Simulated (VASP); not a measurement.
# SiGe3 (R-3m) in VASP: further runs

Runs on SiGe3. Level: PBEsol. Tasks: phonons, dielectric tensor.

All numbers are computed with VASP 6.6.1; they aren't measurements. Logs are shortened: lines on timing, memory, paths and dates and some standing lists are left out, and cuts for length are marked.

## (1) The crystal as given

It takes space group R-3m (No. 166, trigonal). The conventional cell has a = 7.928 Å, b = 7.928 Å, c = 9.706 Å, α = 90.00°, β = 90.00°, γ = 120.00°. Si (site symmetry 3m) has 1 Si at 2.37 Å and 3 Ge at 2.41 Å as nearest neighbours. Ge (site symmetry m) is surrounded by 1 Si at 2.41 Å and 3 Ge at 2.45 Å.

The cell was built by a generator and needn't be a form met in nature.

## (2) Phonons, PBEsol

Contents of POSCAR:

```
SiGe3
1.0
    5.6052659327     -0.0008954035     -0.0008954035
    0.0008954035     -5.6052659327      0.0008954035
    0.0008954035      0.0008954035     -5.6052659327
  Si              Ge
     2     6
Direct
     0.0026725390099218    0.4973274609900781    0.4973274609900781
     0.2473274609900782    0.2526725390099219    0.2526725390099219
     0.4971034996649158    0.0028965003350842    0.4971402717544432
     0.4971034996649158    0.4971402717544432    0.0028965003350842
     0.0028597282455568    0.0028965003350842    0.0028965003350842
     0.7528965003350843    0.7471034996649157    0.2528597282455568
     0.7528965003350843    0.2528597282455568    0.7471034996649157
     0.2471402717544432    0.7471034996649157    0.7471034996649157
```

Contents of INCAR.step1:

```
ALGO = Normal
EDIFF = 1E-8
EDIFFG = -0.002
ENCUT = 600
GGA = PS
IBRION = 2
ISIF = 3
ISMEAR = 0
KPAR = 4
LASPH = True
LCHARG = False
LREAL = False
LWAVE = False
NELM = 80
NSW = 40
PREC = Accurate
SIGMA = 0.03
```

Contents of INCAR.step2:

```
ALGO = Normal
EDIFF = 1E-8
ENCUT = 600
GGA = PS
IBRION = 6
ISIF = 2
ISMEAR = 0
KPAR = 4
LASPH = True
LCHARG = False
LREAL = False
LWAVE = False
NELM = 80
NFREE = 2
NSW = 1
POTIM = 0.015
PREC = Accurate
SIGMA = 0.03
```

Contents of KPOINTS:

```
k-points
0
Gamma
  6 6 4
```

Potentials or basis: VASP PAW PBE potentials, release 64 (Si, Ge_d).

Launch:

```bash
cat potpaw_PBE.64/Si/POTCAR potpaw_PBE.64/Ge_d/POTCAR > POTCAR
cp INCAR.step1 INCAR
mpirun -np 4 vasp_std > vasp.out
cp CONTCAR POSCAR
cp INCAR.step2 INCAR
mpirun -np 4 vasp_std > vasp.out
```

OUTCAR:

```text
EDIFF = 1E-8
   ENCUT = 600
   GGA = PS
   IBRION = 6
   ISIF = 2
   ISMEAR = 0
   LASPH = True
   LREAL = False
   NELM = 80
   NFREE = 2
   NSW = 1
   POTIM = 0.015
   PREC = Accurate

 ion  position               nearest neighbor table
   1  0.003  0.497  0.497-   2 2.37   6 2.41   7 2.41   8 2.41
   2  0.247  0.253  0.253-   1 2.37   3 2.41   4 2.41   5 2.41
   3  0.497  0.003  0.497-   2 2.41   6 2.45   7 2.45   8 2.45
   4  0.497  0.497  0.003-   2 2.41   7 2.45   6 2.45   8 2.45
   5  0.003  0.003  0.003-   2 2.41   8 2.45   7 2.45   6 2.45
   6  0.753  0.747  0.253-   1 2.41   3 2.45   4 2.45   5 2.45
   7  0.753  0.253  0.747-   1 2.41   4 2.45   3 2.45   5 2.45
   8  0.247  0.747  0.747-   1 2.41   5 2.45   4 2.45   3 2.45

  LATTYP: Found a trigonal (rhomboedric) cell.
 ALAT       =     5.6052711973
 COS(alpha) =    -0.0003342340

  Lattice vectors:

 A1 = (   0.0009368144,  -5.6052710408,   0.0009368144)
 A2 = (  -5.6052710408,   0.0009368144,   0.0009368144)
 A3 = (   0.0009368144,   0.0009368144,  -5.6052710408)

Analysis of symmetry for initial positions (statically):
=====================================================================
 Subroutine PRICEL returns:
 Original cell was already a primitive cell.

 Routine SETGRP: Setting up the symmetry group for a
 trigonal (rhombohedral) supercell.

 Subroutine GETGRP returns: Found 12 space group operations
 (whereof  2 operations were pure point group operations)
 out of a pool of 12 trial point group operations.

The static configuration has the point symmetry C_1h.
 The point group associated with its full space group is D_3d.

Analysis of symmetry for dynamics (positions and initial velocities):
=====================================================================
 Subroutine PRICEL returns:
 Original cell was already a primitive cell.

 Routine SETGRP: Setting up the symmetry group for a
 trigonal (rhombohedral) supercell.

 Subroutine GETGRP returns: Found 12 space group operations
 (whereof  2 operations were pure point group operations)
 out of a pool of 12 trial point group operations.

The dynamic configuration has the point symmetry C_1h.
 The point group associated with its full space group is D_3d.

 Subroutine INISYM returns: Found 12 space group operations
 (whereof  2 operations are pure point group operations),
 and found     1 'primitive' translations

----------------------------------------------------------------------------------------

                                     Primitive cell

  volume of cell :     176.1124

  direct lattice vectors                    reciprocal lattice vectors
     5.605271041 -0.000936814 -0.000936814     0.178403515  0.000029822  0.000029822
     0.000936814 -5.605271041  0.000936814    -0.000029822 -0.178403515 -0.000029822
     0.000936814  0.000936814 -5.605271041    -0.000029822 -0.000029822 -0.178403515

  length of vectors
     5.605271197  5.605271197  5.605271197     0.178403520  0.178403520  0.178403520

  position of ions in fractional coordinates (direct lattice)
     0.002661844  0.497338156  0.497338156
     0.247338156  0.252661844  0.252661844
     0.497097742  0.002902258  0.497147164
     0.497097742  0.497147164  0.002902258
     0.002852836  0.002902258  0.002902258
     0.752902258  0.747097742  0.252852836
     0.752902258  0.252852836  0.747097742
     0.247147164  0.747097742  0.747097742

  ion indices of the primitive-cell ions
   primitive index   ion index
                 1           1
                 2           2
                 3           3
                 4           4
                 5           5
                 6           6
                 7           7
                 8           8

[... 114 lines left out ...]
  volume/ion in A,a.u.               =      22.01       148.56
  Fermi-wavevector in a.u.,A,eV,Ry     =   1.318482  2.491569 23.652293  1.738394
  Thomas-Fermi vector in A             =   2.448449
   LORBIT       =      0    0 simple, 1 ext, 2 COOP (PROOUT), +10 PAW based schemes
   GGA     = PS    functional components
   LHFCALC =     F    Hartree Fock is set to
   AEXX    =    0.0000 exact exchange contribution
   IVDW    =     0    specifies the selected vdW correction
   LEPSILON=     F    determine dielectric tensor
   LRPA    =     F    only Hartree local field effects (RPA)
 finite differences with symmetry
 non-spin polarized calculation
 Gauss-broadening in eV      SIGMA  =   0.03
  energy-cutoff  :      600.00
  volume of cell :      176.11
 maximum number of plane-waves:      5910
 NGX is ok and might be reduce to    48
   NGX = 23   NGY = 23   NGZ = 23

--------------------------------------- Ionic step        1  -------------------------------------------

 number of electron      92.0000006 magnetization

 Free energy of the ion-electron system (eV)
  ---------------------------------------------------
  ext. energy  EPLUGINS =         0.00000000
  ---------------------------------------------------
  free energy    TOTEN  =       -41.04435093 eV

  energy without entropy =      -41.04435093  energy(sigma->0) =      -41.04435093

------------------------ aborting loop because EDIFF is reached ----------------------------------------

  FORCE on cell =-STRESS in cart. coord.  units (eV):
  Direction    XX          YY          ZZ          XY          YZ          ZX
  --------------------------------------------------------------------------------------
  -------------------------------------------------------------------------------------
  Total        0.0004629      0.0004629      0.0004629     -0.0025276     -0.0025276     -0.0025276
  in kB        0.0042108      0.0042108      0.0042108     -0.0229946     -0.0229946     -0.0229946
  external PRESSURE =       0.0042108 kB  Pullay stress =       0.0000000 kB
[... 239 lines left out ...]
--------------------------------------- Ionic step        7  -------------------------------------------

 number of electron      92.0000005 magnetization

 Free energy of the ion-electron system (eV)
  ---------------------------------------------------
  ext. energy  EPLUGINS =         0.00000000
  ---------------------------------------------------
  free energy    TOTEN  =       -41.04306092 eV

  energy without entropy =      -41.04306091  energy(sigma->0) =      -41.04306091

 E-fermi :   5.1678     XC(G=0):  -9.9957

 val. band max:        5.0676664734   @ k =   0.0000   0.0000   0.0000
 cond. band min:       5.2685235932   @ k =   0.5000   0.5000   0.5000
 fundamental gap:      0.2008571199
 Fermi energy:         5.1678415482

 k-point     1 :       0.0000    0.0000    0.0000
  band No.  band energies     occupation
      1     -19.6043      2.00000
      2     -19.5956      2.00000
      3     -19.5949      2.00000
      4     -19.5869      2.00000
      5     -19.5460      2.00000
      6     -19.5445      2.00000
[... 1381 lines left out ...]
     54       8.6020      0.00000
     55       8.7557      0.00000

 [... further k-points ...]

------------------------ aborting loop because EDIFF is reached ----------------------------------------

  FORCE on cell =-STRESS in cart. coord.  units (eV):
  Direction    XX          YY          ZZ          XY          YZ          ZX
  --------------------------------------------------------------------------------------
  -------------------------------------------------------------------------------------
  Total        0.0108743      0.0108743     -0.0064341     -0.1330010     -0.0024316     -0.0024316
  in kB        0.0989288      0.0989288     -0.0585341     -1.2099733     -0.0221214     -0.0221216
  external PRESSURE =       0.0464412 kB  Pullay stress =       0.0000000 kB
[... 23 lines left out ...]
  FREE ENERGIE OF THE ION-ELECTRON SYSTEM (eV)
  ---------------------------------------------------
  free  energy   TOTEN  =       -41.0430609166 eV

  energy  without entropy=      -41.0430609132  energy(sigma->0) =      -41.04306091

 INTERNAL STRAIN TENSORS FROM DISPLACED ATOMS
 ============================================

 INTERNAL STRAIN TENSOR FOR ION    1 for displacements in x,y,z  (eV/Angst):
          X           Y           Z          XY          YZ          ZX
  --------------------------------------------------------------------------------
  x    -0.06188     0.17427     0.17427     0.00396     8.35124     0.00396
  y     0.17427    -0.06188     0.17427     0.00396     0.00396     8.35124
  z     0.17427     0.17427    -0.06188     8.35124     0.00396     0.00396

 INTERNAL STRAIN TENSOR FOR ION    8 for displacements in x,y,z  (eV/Angst):
          X           Y           Z          XY          YZ          ZX
  --------------------------------------------------------------------------------
  x     0.20785     0.03287     0.03287     0.01371    -8.71519     0.01371
  y     0.14359    -0.20933     0.08212     0.01086     0.01544    -8.74010
  z     0.14359     0.08212    -0.20933    -8.74010     0.01544     0.01086

 Eigenvectors and eigenvalues of the dynamical matrix
 ----------------------------------------------------

   1 f  =   13.308120 THz    83.617381 2PiTHz  443.911084 cm-1    55.037935 meV
             X         Y         Z           dx          dy          dz
      0.015852 -2.787252 -2.787252    -0.403116   -0.403116   -0.403116
      1.386871 -1.416233 -1.416233     0.403116    0.403116    0.403116
      2.786836 -0.016268 -2.787108    -0.045132   -0.045132   -0.009507
      2.786836 -2.787108 -0.016268    -0.045132   -0.009507   -0.045132
      0.015996 -0.016268 -0.016268    -0.009507   -0.045132   -0.045132
      4.221158 -4.188154 -1.417314     0.045132    0.045132    0.009507
      4.221158 -1.417314 -4.188154     0.045132    0.009507    0.045132
      1.386727 -4.187217 -4.187217     0.009507    0.045132    0.045132
[... 243 lines left out ...]
  24 f/i=    0.011000 THz     0.069112 2PiTHz    0.366905 cm-1     0.045490 meV
             X         Y         Z           dx          dy          dz
      0.015852 -2.787252 -2.787252     0.138946    0.138946    0.138946
      1.386871 -1.416233 -1.416233     0.138946    0.138946    0.138946
      2.786836 -0.016268 -2.787108     0.222041    0.222041    0.220808
      2.786836 -2.787108 -0.016268     0.222041    0.220808    0.222041
      0.015996 -0.016268 -0.016268     0.220808    0.222041    0.222041
      4.221158 -4.188154 -1.417314     0.222041    0.222041    0.220808
      4.221158 -1.417314 -4.188154     0.222041    0.220808    0.222041
      1.386727 -4.187217 -4.187217     0.220808    0.222041    0.222041

 ELASTIC MODULI CONTR FROM IONIC RELAXATION (kBar)
 Direction    XX          YY          ZZ          XY          YZ          ZX
 --------------------------------------------------------------------------------
 XX          -0.3177      0.0833      0.0833      0.8279     -1.2058      0.8279
 YY           0.0833     -0.3177      0.0833      0.8279      0.8279     -1.2058
 ZZ           0.0833      0.0833     -0.3177     -1.2058      0.8279      0.8279
 XY           0.8279      0.8279     -1.2058   -233.1576      1.4076      1.4076
 YZ          -1.2058      0.8279      0.8279      1.4076   -233.1576      1.4076
 ZX           0.8279     -1.2058      0.8279      1.4076      1.4076   -233.1576
 --------------------------------------------------------------------------------
```

Wall time 29 min (4 MPI ranks of AMD EPYC 7R43 (Zen 3), shared host); peak memory 1.1 GiB.

What came out:

- Highest phonon frequency at Γ, LO-TO splitting left out: 444 cm⁻¹

Phonon frequencies in cm⁻¹ (negative: imaginary):
```csv
q point,frequencies
"(0.000, 0.000, 0.000)",0 0 0 72 77 77 89 89 99 242 244 244 249 249 268 275 275 281 285 365 365 393 393 444
```

Caveat: the PAW data sets were made with another functional, which shifts forces and pressure a little.

[end of part 1 of 2]
